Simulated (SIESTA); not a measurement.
Crystal: Te2Pt (Moncheite).

```
Pt Te
1.0
     4.01000    0.00000    0.00000
    -2.00500    3.47276    0.00000
     0.00000    0.00000    5.20100
Pt Te
1 2
Direct
  0.00000 0.00000 0.00000
  0.66667 0.33333 0.75000
  0.33333 0.66667 0.25000
```

Base run:

| Property | Result |
| --- | --- |
| Program | SIESTA 5.4.2 |
| Functional | PBE |
| Potentials or basis | PseudoDojo 0.4 standard (PBE files) |
| Basis | DZP (energy shift 0.003 Ry; two zetas on semicore shells) |
| Grid cutoff | 800 Ry |
| Energy shift | 0.003 Ry |
| k mesh | 8 × 8 × 5 |
| Occupations | fermi-dirac, width 0.05 eV |
| Spin | no spin polarisation |

Its results: band gap on the k mesh none (metal or under the smearing width); pressure 11.8 GPa; largest force 1.611 eV/Å.

The run is repeated on the same cell with these changes: functional from PBE to RPBE. What comes out?

Band gap on the k mesh none (metal or under the smearing width); pressure 13.9 GPa; largest force 1.709 eV/Å.

RPBE binds less tightly than PBE, so the same cell stands under more pressure.

Caveats: short orbitals over semicore shells can move pressures by several GPa; spin-orbit coupling is left out, which moves the levels of the heavy elements; the basis of atomic orbitals isn't converged, which shifts pressures, moduli and gaps; forces of over 1 eV/Å show positions far from the minimum, so gaps and moduli don't describe the material at rest (some runs); the potentials were made for another functional, which shifts forces and pressure (some runs).
